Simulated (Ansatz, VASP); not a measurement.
One calculation of CdS, two programs

```
CELL_PARAMETERS angstrom
0.00000 2.94295 2.94295
2.94295 0.00000 2.94295
2.94295 2.94295 0.00000
ATOMIC_POSITIONS crystal
Cd 0.00000 0.00000 0.00000
S 0.75000 0.75000 0.75000
```

Alike in both runs: task electric field gradients; functional PBE; k mesh 7 × 7 × 7; occupations fermi-dirac, width 0.02 eV; no spin polarisation.

|  | VASP | Ansatz |
| --- | --- | --- |
| version | VASP 6.6.1 | Ansatz 0.2.0 |
| potentials or method | VASP PAW PBE potentials, release 64 (Cd, S) | PAW with Ansatz's default frozen-core files, scalar-relativistic |
| plane-wave cutoff (eV) | 520 | 420 |
| valence electrons in the cell | 18 | 26 |

VASP gave:

```
gap on the k mesh at the Fermi level (eV)                      : 1.09
pressure (GPa)                                                 : 1.5
Vzz of the field gradient on the site that differs most (V/Å²) : 0.0
```

**Question.** Estimate Ansatz's values.

**Answer.** gap on the k mesh at the Fermi level (eV): 1.09; pressure (GPa): 1.2; Vzz of the field gradient on the site that differs most (V/Å²): 0.0.

With one functional, cell and mesh, what is left measures potentials, basis and numerics. The two sets of potentials don't hold the same shells in valence. Ansatz warned: «gradients_without_spin_orbit».

A hybrid or GW would open this gap; PBE tends to underestimate it.
